## Question: why does a more repulsive functional give nickel a smaller cell?

I relaxed fcc nickel with five density functionals, each combined with the D4 dispersion correction, and I don't understand the order of the cell sizes.

VASP 6.6.1, plane-wave DFT with D4 dispersion and the recommended PBE PAW potentials: cell relaxation of ferromagnetic fcc Ni (one-atom primitive cell, collinear spins), with a 600 eV cutoff, a 13 × 13 × 13 k mesh and 0.05 eV Fermi-Dirac smearing. Volume change is relative to the starting cell of 10.49 Å³; a is the primitive cell edge.

```
functional  volume change (%)  relaxed length a (Å)  cell moment (μB)
       PBE              0.530               2.46160             0.620
    PBEsol             -2.720               2.43490             0.620
    revPBE              0.000               2.45730             0.620
      RPBE              0.150               2.45850             0.630
      BLYP              2.030               2.47380             0.610
```

I had learned that revPBE and RPBE have more repulsive exchange than PBE and therefore give metals larger cells. PBEsol, made for solids, should give the smallest cell, and it does. But revPBE and RPBE come out slightly below PBE. Is the rule about exchange wrong, does the dispersion correction set the order instead, or are both at work?

## Answer

The five rows can be compared, since each describes the same ferromagnetic metal with a moment close to 0.62 Bohr magnetons. The volume change is counted from the cell you supplied, not from experiment. The revPBE run stopped there after one step with a little pressure left, so its exact zero is not a physical result. Releasing that pressure would add only about 0.03 %, and PBE would still have the larger cell.

**Exchange alone**

Your rule has a sound basis. These functionals multiply the exchange energy of a uniform electron gas by a factor that grows where the density varies quickly. Density varies more strongly around separated atoms than in a tightly packed crystal, so a factor that rises faster favours a larger cell. At a common measure of density variation, a reduced gradient of 1, exchange is enhanced by a little over 10 % in PBEsol, about 17 % in PBE and 19 % in both revPBE and RPBE.

This explains why PBEsol stands apart, although PBEsol also has a weaker gradient term in its correlation part. It doesn't explain your puzzle. I fitted a straight line of volume change against exchange enhancement to four rows, leaving out BLYP because its correlation functional is of a different kind. The line places PBE below revPBE and RPBE, the reverse of what you found, and makes the PBE cell about 0.7 percentage points too small even though PBE was part of the fit. Its upward slope rests on PBEsol.

**Dispersion alone**

D4 adds an attraction between atoms, so it is natural to suspect it next. In these runs the D4 energy amounts to 0.47 eV per atom with PBE, 0.82 eV with revPBE and 0.93 eV with RPBE. More attraction would pull the last two cells inward, as observed.

The same idea fails as soon as PBEsol is included. PBEsol has the weakest D4 attraction of all, 0.28 eV, and yet the smallest cell. Going from PBEsol to PBE strengthens the attraction while the volume change rises by 3.25 percentage points. The size of the D4 energy therefore can't set the order by itself.

**Both together**

A weight hanging on a spring is a useful simpler system. The functional without D4 sets the unloaded length of the spring, and D4 is the weight that shifts it. In the crystal the load points inward and shortens the spring. Changing the functional replaces the spring and the weight at the same time, so neither alone tells you the final length. The picture is limited to small shifts, because the D4 pull itself changes with the distance between atoms.

The two parts are linked by the way D4 is built. Its damping, which weakens the correction at short range, and the strength of its shorter-ranged part are adjusted separately for each functional, largely on molecules held together by weak forces. A functional that is too repulsive there needs more added attraction. When the pair is carried over to a dense metal, nothing guarantees that the extra repulsion and the extra attraction still cancel.

PBE and revPBE give the cleanest comparison. They share the same correlation functional, and your runs use the same atomic potentials for both. What differs is the exchange and the D4 correction fitted to go with it. If the exchange change enlarges the cell, as is well established for metals without dispersion, then D4 must have more than undone that enlargement here. This is an argument by elimination, and its premise comes from general experience, not from your table.

**Is the D4 pull large enough?**

A rough estimate shows whether the argument is plausible. Let $E_D$ be the size of the D4 energy per atom, $V$ the volume per atom and $B$ the bulk modulus, the crystal's resistance to compression. The leading part of an undamped dispersion attraction falls off with distance $r$ as $r^{-6}$; D4 also has a steeper $r^{-8}$ part, which I ignore here. Since $V$ grows as $r^3$, the attraction falls off as $V^{-2}$, and its inward pressure is

$$p=\frac{2E_D}{V}.$$

Dividing the difference in pressure between two functionals by the stiffness gives the extra contraction:

$$\frac{\Delta V}{V}\approx\frac{2\,\Delta E_D}{V B}.$$

For revPBE compared with PBE, $\Delta E_D$ is 0.35 eV. The column "relaxed length a" is the distance $L$ between neighbouring atoms, and in this lattice $V=L^3/\sqrt2$, which gives about 10.5 Å$^3$ for PBE. The energies gained during the PBEsol and BLYP relaxations put $B$ near 220 GPa. With 1 eV/Å$^3$ equal to about 160 GPa,

$$\Delta p\approx\frac{2\times0.35}{10.5}\times160\approx11\ \text{GPa},\qquad \frac{\Delta V}{V}\approx\frac{11}{220}\approx5\,\%.$$

This figure is too large, because nickel neighbours are so close that damping matters. The damping is expected to flatten the attraction over the first few shells of neighbours, so each atom feels a smooth attraction from a nearly uniform crowd of atoms. The energy then follows the number of atoms per volume and falls off roughly as $V^{-1}$ instead of $V^{-2}$. That halves the pressure to about $E_D/V$ and puts the expected extra contraction at 2 to 3 %. The net difference to be explained is only 0.53 percentage points, but D4 must also offset the expansion caused by exchange, whose size your runs don't give separately. If the halved estimate holds, that expansion would be about 2 percentage points, which a run without D4 can test. The estimate therefore makes D4 a plausible cause of the right size, but it doesn't show that D4 produces this reversal.

**What BLYP adds**

BLYP and RPBE have nearly the same D4 energy, yet the BLYP volume change is 1.88 percentage points higher. With damping this strong, similar D4 energies are expected to mean similar pulls, so the difference points to the functional underneath. Its exchange is not expected to explain the large cell. At the gradient used above BLYP lies between PBE and revPBE, and at the smaller gradients found between the atoms it rises only slightly above them. Its correlation part is the likelier reason: it describes the uniform electron gas poorly, and that gas is the natural starting point for a metal. Your runs don't separate the two parts, so this remains an inference.

**What you can conclude**

The runs rule out a single ordering by exchange enhancement or by D4 energy. They are consistent with a balance between the functional and its D4 correction, but they don't measure the share of each. I didn't fit a model with both causes, because its three constants would face only four comparable rows and could match them almost whatever the physics.

Relaxing PBE and revPBE again with D4 switched off would settle the main point. If revPBE then gives the larger cell, the dispersion correction is what reverses the order. If it doesn't, the premise about exchange fails for this setup, and the atomic potentials would deserve a look: they were made for PBE and are used here with every functional.

For a similar metal, ask two questions in turn. How large is the cell that the functional gives without dispersion, and how hard does its own D4 correction pull compared with the stiffness of the crystal? For the same pull, a softer metal shrinks more. A ranking of functionals learned without dispersion therefore shouldn't be carried over unchanged to runs that include it.

Nor should the plus sign on PBE be read as a cell that is too large. Real nickel at room temperature has a larger cell than any in the table. Part of that gap comes from thermal and zero-point motion, which these static calculations leave out. For PBE, much of the rest is expected to come from D4 itself: it doesn't fully describe how the mobile electrons of a metal screen the attraction between atoms, so it tends to pull dense metals too tight. BLYP comes closest to the real crystal in size, but probably through a cancellation of errors, because without dispersion it tends to make the cells of metals too large.

The printed analysis below gives the corrected volumes, the D4 energies and both single-cause fits.

The analysis program printed:

```
Rows compared:
     row  cubic edge (A)  volume change without leftover pressure (%)  size of D4 energy (eV)  exchange enhancement above 1  moment (Bohr magneton)
     PBE           3.481                                       0.5702                  0.4681                        0.1725                   0.623
  PBEsol           3.443                                       -2.732                  0.2775                        0.1043                  0.6227
  revPBE           3.475                                      0.03144                  0.8163                        0.1859                  0.6243
    RPBE           3.477                                       0.1789                  0.9317                        0.1923                   0.625
    BLYP           3.498                                        2.018                  0.8972                          0.18                  0.6148
Bulk modulus from the PBEsol run (GPa): 230.1
Bulk modulus from the BLYP run (GPa): 213.2
fit of volume_change on 4 rows (isblyp < 0.5): constant -6.195 +/- 1.5, coefficient of enh 34.71 +/- 8.7; rms 0.43, worst PBE -0.736, leave-one-out rms 2.43
  rows outside the fit (model, value, miss): BLYP 0.05273, 2.03, -1.98
fit of volume_change on 5 rows: constant -2.951 +/- 1.7, coefficient of d4 4.349 +/- 2.3; rms 1.05, worst PBE -1.45, leave-one-out rms 1.98
Volume change, revPBE less PBE (percentage points): -0.53
Size of D4 energy, revPBE less PBE (eV): 0.3482
Extra contraction from that D4 energy if undamped, order of magnitude only (%): 4.773
Volume change, PBE less PBEsol (percentage points): 3.25
Size of D4 energy, PBE less PBEsol (eV): 0.1906
Volume change, BLYP less RPBE (percentage points): 1.88
Size of D4 energy, BLYP less RPBE (eV): -0.03455
Moment, PBE less PBEsol (Bohr magneton): 0.00033
Spread of the moments over all rows (Bohr magneton): 0.01022
```
